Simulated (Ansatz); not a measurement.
# Fe (Fmmm) in Ansatz: notebook, part 2 of 2

Ansatz 0.2.0.

**4. Band structure, revPBE, collinear spin, ferromagnetic start**

The input, input.yaml:

```yaml
crystal:
  lattice:
    - [0.0, 1.9417396906, 1.9651051623]
    - [1.4984397099, 0.0, 1.9651051623]
    - [1.4984397099, 1.9417396906, 0.0]
  atoms:
    - { symbol: Fe, position: [0.0, 0.0, 0.0], spin: 3.0 }
hamiltonian:
  xc: revpbe
  pseudopotentials: { kind: paw }
magnetization:
  spin_polarized: true
kpoints:
  mp_grid: { grid: [13, 13, 13] }
  band_path:
    path:
      - [[0.0, 0.0, 0.0], [0.5, 0.0, 0.5], [0.5, 0.246480624, 0.746480624], [0.0742892414, 0.5, 0.5742892414], [0.0, 0.5, 0.5], [0.0, 0.0, 0.0], [0.5, 0.5, 0.0], [0.9257107586, 0.5, 0.4257107586], [0.923912117, 0.423912117, 0.5], [0.5, 0.246480624, 0.746480624]]
      - [[0.5, 0.753519376, 0.253519376], [0.5, 0.5, 0.0]]
      - [[0.0, 0.5, 0.5], [0.076087883, 0.576087883, 0.5]]
      - [[0.923912117, 0.423912117, 0.5], [0.5, 0.0, 0.5]]
      - [[0.5, 0.5, 0.5], [0.0, 0.0, 0.0]]
    npoints: 14
scf:
  occupations: { method: fermi_dirac, width: 0.05 }
  n_extra_bands: 6
output:
  forces: true
  stress: true
  eigenvalues: true
  fatbands: false
  write_density: true
  write_potential: true
  elf: true
  volumetric_format: npy
```

Potentials or basis: Ansatz PAW.

Run with:

```console
$ ansatz run input.yaml --threads 2 --pin off --max-ram 5632MiB --backend cpu --events-out ev --progress --plain --runs-dir out
```

What it wrote:

```text
Warning: RAYON_NUM_THREADS=2 ignored (pool sized by the plan → 2); use --threads N
scf.n_extra_bands = 6 over 8 filled bands (N_el = 16.0): the run solves 14 bands
Engine: ansatz 0.2.0, aarch64-unknown-linux-gnu
Pseudopotentials: kind: paw
Pseudopotential: Fe, paw, valence charge 16, recommended cutoff 420 eV (normal), Fe.paw.azcp
Functional definition: revPBE
  parameter kappa = 1.245
  parameter beta = 0.06672455060314922
  exchange = pbe_x(kappa = kappa, mu = beta*pi^2/3)
  correlation = pbe_c(beta = beta)
Crystal: 1 atoms, lattice volume = 11.435 Å³
Basis set: ecut = 420 eV, 221 PW (Γ), exchange–correlation on 40×36×36 points (8 copies of the dense FFT grid, shifted against one another)
Bands: 14, of which v1, the nominal top of the filled ones, is band 8 counted from 1 (7 counted from 0)
Symmetry: 8 space group operations
Space group: Fmmm (ITA 69), of the structure as read, at distance tolerance 2.3e-5 Å
Magnetic group: BNS 69.521 (UNI 619), of the structure as read, at distance tolerance 2.3e-5 Å
k-points: 343 of 2197
Non-local potential: Fe, projectors of the file, l = 0: 3, l = 1: 2, l = 2: 3, l = 3: 1
PAW form: soft (Blöchl's): semilocal exchange-correlation on the pseudo side does not see the compensation charge
PAW frozen core: Fe, regenerated for the run's functional, and the local potential with it (the file was generated under x = pbe(κ = 0.804, μ = 0.2195149727645171), c = pbe(β = 0.06672455060314922))
PAW one-centre angular grid: Fe, 590 points (default); XC on 64 Gauss nodes
Initial density: superposition of atomic densities (chi_scale 0.1, normalization cell)
Starting moments: Σ|m| = 3 μB on 1 of 1 site
Initial wavefunctions: pseudopotential atomic-orbital guess
Functional: x = revpbe(κ = 1.245, μ = 0.2195149727645171), c = pbe(β = 0.06672455060314922)
SCF iter   1: F=—  HF=-4483.979288 eV  |F-HF|=—  |Δ(HF+E_count)|=         —  Δρ=1.33e-1 (↑1.33e-1 ↓4.81e-2)  dr2=1.53e0  dr2_m=5.20e-1  M=2.128 μB ∫|m|=2.163 μB  β_m=0.30  ethr=3.10e-3  ⟨swp⟩=4.8  Hψ=46194  notcnv=0
Mixer restart at iter 1: flushing history
preconditioner: auto → none  [metal: Δε(μ)=0.003 eV  Ē_g=14.400 eV  σ=0.050 eV  W_gap=0.02  n_scr=0 (ndim 8)  ℏωp=31.1 eV  f_vac=0.000  D(μ)=1.23/eV (n_scr^D=14)]
SCF iter   2: F=—  HF=-4483.278863 eV  |F-HF|=—  |Δ(HF+E_count)|=   7.00e-1  Δρ=2.85e-2 (↑2.22e-2 ↓2.85e-2)  dr2=4.58e-2  dr2_m=4.35e-2  M=2.343 μB ∫|m|=2.408 μB  β_m=0.29  ethr=3.10e-3  ⟨swp⟩=3.1  Hψ=23883  notcnv=0  defer=648
SCF iter   3: F=—  HF=-4483.516369 eV  |F-HF|=—  |Δ(HF+E_count)|=   2.38e-1  Δρ=2.35e-2 (↑1.81e-2 ↓2.35e-2)  dr2=3.30e-3  dr2_m=4.31e-2  M=2.275 μB ∫|m|=2.351 μB  β_m=0.62  ethr=2.86e-4  ⟨swp⟩=3.1  Hψ=19869  notcnv=0  defer=661
SCF iter   4: F=—  HF=-4483.855198 eV  |F-HF|=—  |Δ(HF+E_count)|=   3.39e-1  Δρ=4.54e-3 (↑3.91e-3 ↓4.54e-3)  dr2=3.33e-3  dr2_m=8.47e-4  M=2.222 μB ∫|m|=2.335 μB  β_m=0.71  ethr=2.06e-5  ⟨swp⟩=2.8  Hψ=20630  notcnv=0  defer=660
SCF iter   5: F=—  HF=-4483.876221 eV  |F-HF|=—  |Δ(HF+E_count)|=   2.10e-2  Δρ=3.77e-3 (↑3.77e-3 ↓2.46e-3)  dr2=2.97e-3  dr2_m=1.12e-4  M=2.212 μB ∫|m|=2.335 μB  β_m=0.79  ethr=2.06e-5  ⟨swp⟩=2.0  Hψ=16008  notcnv=0  defer=648
SCF iter   6: F=—  HF=-4483.878571 eV  |F-HF|=—  |Δ(HF+E_count)|=   2.35e-3  Δρ=5.34e-4 (↑5.34e-4 ↓4.53e-4)  dr2=1.51e-6  dr2_m=2.46e-5  M=2.196 μB ∫|m|=2.324 μB  β_m=0.90  ethr=1.86e-5  ⟨swp⟩=2.2  Hψ=16084  notcnv=0  defer=664
SCF iter   7: F=—  HF=-4483.878578 eV  |F-HF|=—  |Δ(HF+E_count)|=   7.66e-6  Δρ=2.27e-4 (↑2.27e-4 ↓8.89e-5)  dr2=1.81e-6  dr2_m=2.39e-6  M=2.195 μB ∫|m|=2.324 μB  β_m=0.91  ethr=9.46e-9  ⟨swp⟩=2.2  Hψ=15596  notcnv=0  defer=664
SCF iter   8: F=—  HF=-4483.878578 eV  |F-HF|=—  |Δ(HF+E_count)|=   5.02e-7  Δρ=5.43e-5 (↑5.43e-5 ↓1.43e-5)  dr2=1.65e-7  dr2_m=1.08e-7  M=2.195 μB ∫|m|=2.324 μB  β_m=0.95  ethr=9.46e-9  ⟨swp⟩=1.3  Hψ=10576  notcnv=0  defer=664
SCF iter   9: F=—  HF=-4483.878578 eV  |F-HF|=—  |Δ(HF+E_count)|=   3.50e-8  Δρ=8.03e-6 (↑8.03e-6 ↓3.70e-6)  dr2=1.90e-9  dr2_m=3.31e-9  M=2.195 μB ∫|m|=2.324 μB  β_m=0.98  ethr=1.03e-9  ⟨swp⟩=2.1  Hψ=12350  notcnv=0  defer=664
SCF iter  10: F=-4483.878578 eV  HF=-4483.878578 eV  |F-HF|=2.97e-10  |Δ(HF+E_count)|=  2.87e-10  Δρ=1.68e-6 (↑5.13e-7 ↓1.68e-6)  dr2=3.88e-10  dr2_m=3.76e-11  M=2.195 μB ∫|m|=2.324 μB  ethr=1.19e-11  ⟨swp⟩=7.1  Hψ=50038  notcnv=0
SCF 1 converged in 10 iterations: F = -4483.878578 eV  dr2 = 3.88e-10
NSCF: frozen V_eff on 187 k-points
SCF converged after 10 iterations
Magnetization: 2.1951 μB (9.0976 up, 6.9024 down)
Absolute magnetization: 2.3241 μB (∫|ρ↑−ρ↓|, with the PAW one-centre terms)
Spin contamination: 0.0403 ħ² per cell (⟨S²⟩ above its minimum at these occupations)
Per-site moments (μB) at R_I (Å): [(2.2487525671308086, 1.011733477502028)]
Free energy (F): -4483.878578 eV
Harris-Foulkes:  -4483.878578 eV  (|F-HF|=2.97e-10)
Internal energy: -4483.869129 eV  (E = F + TS)
E sigma→0 (E₀):  -4483.873853 eV
Entropy (-TS):   -0.009449 eV (-9.449 meV/atom)
Fermi energy:    18.505829 eV
--- Per-component energies (eV) ---
  E_band       = -212.760921
  E_kinetic    = 350.213698
  E_local      = -2072.337389  (includes V_loc(G=0)·N_el)
  E_nonlocal   = 218.129471
  E_hartree    = 870.827318
  E_xc         = -117.927083
  E_vxc        = -151.694295  (∫ρ·V_xc dr)
  E_paw        = -1369.856831  (= ΣΔE_a)
  E_vpaw       = -298.726863  (= ΣTr[D̂ρ^β])
  E_aug_tail   = 0.000981  (compensation charges beyond the density's cutoff)
  E_ewald      = -2362.884979
  E_core_change = -0.034316  (= ΣΔE_core)
  E_smearing   = -0.009449  (= −TS)
  E_closure    = 0.000000  (closes the sum)
  Σ components = -4483.878578   (vs F -4483.878578, Δ=0.00e0)
--- Forces (eV/Å), atoms counted from 1 ---
  atom   1  Fe     0.00000000     0.00000000    -0.00000000
  max |Σ_I F_I| component: 1.42e-31 eV/Å
--- Stress (GPa, compression-positive) ---
       -1.711967       0.000000       0.000000
        0.000000       6.618858      -0.000000
        0.000000      -0.000000       5.192127
  P = ⅓ Tr σ = 3.3663 GPa (33.663 kbar)
--- Band table (eV; the first three rows and the last of 686) ---
  k-point 0 ↑: bands = ["-69.7025", "-35.4601", "-35.4494", "-35.4493", "10.0007", "16.0430", "16.1299", "16.4530", "17.1445", "17.5304", "41.7112", "43.1999", "43.4596", "47.7457"]
  k-point 1 ↑: bands = ["-69.6982", "-35.4771", "-35.4620", "-35.4504", "10.2393", "16.0555", "16.1384", "16.4945", "17.1080", "17.5027", "40.8753", "42.4787", "43.2140", "46.9535"]
  k-point 2 ↑: bands = ["-69.6862", "-35.5412", "-35.4819", "-35.4508", "10.9255", "16.0087", "16.0596", "16.7715", "17.0461", "17.4573", "38.0352", "41.4088", "42.8946", "46.1238"]
  k-point 342 ↓: bands = ["-66.9512", "-33.2306", "-32.9869", "-32.8500", "14.9858", "16.4062", "18.8719", "20.4530", "20.7627", "21.6568", "27.6077", "34.8178", "36.9591", "41.9795"]
```

It took 8.8 s on 2 threads of Arm Neoverse V1, shared host; peak memory 0.36 GiB.

Results:

- Free energy: -4483.8786 eV
- Pressure: 3.4 GPa
- Band gap on the k mesh: none (metal or under the smearing width)
- Net moment: 2.20 μB per cell
- Absolute moment: 2.32 μB per cell
- Site moments: Fe +2.25 μB

Levels at the corners of the path, in eV from the Fermi level:
Spin up:
```csv
point,band 6,band 7,band 8,band 9,band 10,band 11,band 12,band 13
Γ,-2.46,-2.38,-2.05,-1.36,-0.98,23.21,24.69,24.95
Y,-3.73,-0.80,-0.77,0.46,1.01,7.96,16.81,18.23
C,-3.22,-3.11,-1.06,-0.73,8.35,8.41,8.90,10.69
D,-4.67,-0.22,-0.13,0.11,8.30,9.96,10.29,14.58
X,-4.77,-0.04,0.10,0.21,7.80,10.83,10.84,14.36
Γ,-2.46,-2.38,-2.05,-1.36,-0.98,23.21,24.69,24.95
Z,-3.74,-0.78,-0.72,0.38,0.79,7.70,17.04,18.46
D1,-4.67,-0.22,-0.13,0.11,8.30,9.96,10.29,14.58
H,-4.66,-0.24,-0.23,0.22,8.31,9.95,10.32,14.58
C,-3.22,-3.11,-1.06,-0.73,8.35,8.41,8.90,10.69
C1,-3.22,-3.11,-1.06,-0.73,8.35,8.41,8.90,10.69
Z,-3.74,-0.78,-0.72,0.38,0.79,7.70,17.04,18.46
X,-4.77,-0.04,0.10,0.21,7.80,10.83,10.84,14.36
H1,-4.66,-0.24,-0.23,0.22,8.31,9.95,10.32,14.58
H,-4.66,-0.24,-0.23,0.22,8.31,9.95,10.32,14.58
Y,-3.73,-0.80,-0.77,0.46,1.01,7.96,16.81,18.23
L,-3.21,-1.41,-0.82,0.23,0.29,7.00,18.55,20.86
Γ,-2.46,-2.38,-2.05,-1.36,-0.98,23.21,24.69,24.95
```
Spin down:
| point | band 5 | band 6 | band 7 | band 8 | band 9 | band 10 |
| --- | --- | --- | --- | --- | --- | --- |
| Γ | -8.39 | -0.61 | -0.46 | 0.05 | 1.35 | 1.98 |
| Y | -3.62 | -2.07 | 1.08 | 1.94 | 2.08 | 2.66 |
| C | -2.01 | -1.82 | -1.75 | 1.90 | 2.14 | 9.19 |
| D | -2.98 | -2.83 | 1.92 | 2.08 | 2.33 | 8.62 |
| X | -3.11 | -2.92 | 2.31 | 2.32 | 2.37 | 8.01 |
| Γ | -8.39 | -0.61 | -0.46 | 0.05 | 1.35 | 1.98 |
| Z | -3.64 | -2.14 | 0.85 | 2.00 | 2.14 | 2.64 |
| D1 | -2.98 | -2.83 | 1.92 | 2.08 | 2.33 | 8.62 |
| H | -2.98 | -2.82 | 1.86 | 2.06 | 2.39 | 8.62 |
| C | -2.01 | -1.82 | -1.75 | 1.90 | 2.14 | 9.19 |
| C1 | -2.01 | -1.82 | -1.75 | 1.90 | 2.14 | 9.19 |
| Z | -3.64 | -2.14 | 0.85 | 2.00 | 2.14 | 2.64 |
| X | -3.11 | -2.92 | 2.31 | 2.32 | 2.37 | 8.01 |
| H1 | -2.98 | -2.82 | 1.86 | 2.06 | 2.39 | 8.62 |
| H | -2.98 | -2.82 | 1.86 | 2.06 | 2.39 | 8.62 |
| Y | -3.62 | -2.07 | 1.08 | 1.94 | 2.08 | 2.66 |
| L | -3.69 | -1.40 | 0.27 | 1.23 | 2.02 | 2.60 |
| Γ | -8.39 | -0.61 | -0.46 | 0.05 | 1.35 | 1.98 |

Caveat: the PAW data sets come from PBE, with cores solved anew for the run's functional, which leaves a small shift of forces and pressure.

**5. Summary**

| level | gap on the mesh (eV) | pressure (GPa) | moment (μB) |
| --- | --- | --- | --- |
| PBEsol | none | -10.4 | 2.18 |
| RPBE | none | 5.1 | 2.20 |
| revPBE | none | 3.4 | 2.20 |

Alike in all rows: task band structure; potentials or basis Ansatz PAW; spin collinear, ferromagnetic start; cell as given; k mesh 13 × 13 × 13; cutoff (eV) 420; smearing fermi-dirac 0.05 eV.

Every run on the cell as given and a fine mesh finds a metal. The pressure there spans -10.4 GPa (PBEsol) to 5.1 GPa (RPBE); a positive pressure means that this level wants a larger cell, a negative one a smaller.

Caveats: the PAW data sets come from PBE, with cores solved anew for the run's functional, which leaves a small shift of forces and pressure.

Absolute energies hang on the potentials; compare differences alone.
